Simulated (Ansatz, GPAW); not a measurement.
Given: the input of a run of Ansatz 0.2.0 on FeO (Wuestite). 

File input.yaml:

```yaml
crystal:
  lattice:
    - [0.0, 2.1554, 2.1554]
    - [2.1554, 0.0, 2.1554]
    - [2.1554, 2.1554, 0.0]
  atoms:
    - { symbol: Fe, position: [0.0, 0.0, 0.0], spin: 3.0 }
    - { symbol: O, position: [0.5, 0.5, 0.5] }
hamiltonian:
  xc: pbe
  pseudopotentials: { kind: paw }
magnetization:
  spin_polarized: true
kpoints:
  mp_grid: { grid: [11, 11, 11] }
scf:
  occupations: { method: gaussian, width: 0.015 }
output:
  forces: true
  stress: true
  eigenvalues: true
  write_density: true
  write_potential: true
  elf: true
  volumetric_format: npy
```

Potentials or basis: Ansatz PAW.

Run with:

```bash
$ ansatz run input.yaml --threads 2 --pin off --max-ram 5632MiB --backend cpu --events-out ev --progress --plain --runs-dir out
```

Question: What does the same run look like in GPAW 26.7.0 (ASE script)? Potentials or basis there: GPAW PAW data sets (gpaw-data 1.2.1), cutoff 800 eV.

Answer: As run (cutoffs and basis follow the program's own potentials, and thresholds, step limits or extra output files can differ):

The input run.py:

```python
from ase import Atoms
from ase.dft.bandgap import bandgap
from ase.io import write
from ase.units import GPa
from gpaw import GPAW, PW

atoms = Atoms(['Fe', 'O'],
              cell=[[0.0, 2.1554, 2.1554],
                    [2.1554, 0.0, 2.1554],
                    [2.1554, 2.1554, 0.0]],
              scaled_positions=[[0.0, 0.0, 0.0],
                                [0.5, 0.5, 0.5]],
              pbc=True)
atoms.set_initial_magnetic_moments([3.0, 0.0])

calc = GPAW(mode=PW(800),
            xc='PBE',
            kpts={'size': (11, 11, 11), 'gamma': True},
            occupations={'name': 'methfessel-paxton', 'order': 0, 'width': 0.015},
            nbands=17,
            convergence={'density': 1e-05, 'energy': 1e-05},
            maxiter=150,
            txt='gpaw.txt')
atoms.calc = calc
energy = atoms.get_potential_energy()
forces = atoms.get_forces()
stress = atoms.get_stress()
calc.write('gs.gpw')
write('result.traj', atoms)
print(f'Energy: {energy:.6f} eV')
print('Forces (eV/A):')
print(forces.round(4))
print('Stress (GPa):', (stress / GPa).round(3))
print('Moments:', calc.get_magnetic_moments().round(3))
print('Fermi level:', round(calc.get_fermi_level(), 4), 'eV')
print(f'Gap: {bandgap(calc)[0]:.4f} eV, direct: {bandgap(calc, direct=True)[0]:.4f} eV')
```

Potentials or basis: GPAW PAW data sets (gpaw-data 1.2.1), pw.

Command:

```sh
$ OMP_NUM_THREADS=1 python run.py
```

Both were run:

|  | Ansatz | GPAW |
| --- | --- | --- |
| Pressure | -0.3 GPa | 0.8 GPa |
| Net moment | 4.00 μB per cell | 4.00 μB per cell |

Ansatz's pressure holds a Pulay term of +0.65 GPa for its cutoff of 420 eV, which the other run lacks.

The potentials hold 22 and 14 valence electrons a cell.

Where Ansatz's input types no cutoff or centring, it takes its own default and a Γ-centred mesh.

The magnetic state is the one that the start led to; the real crystal's order can differ.

Pressure is positive in compression.
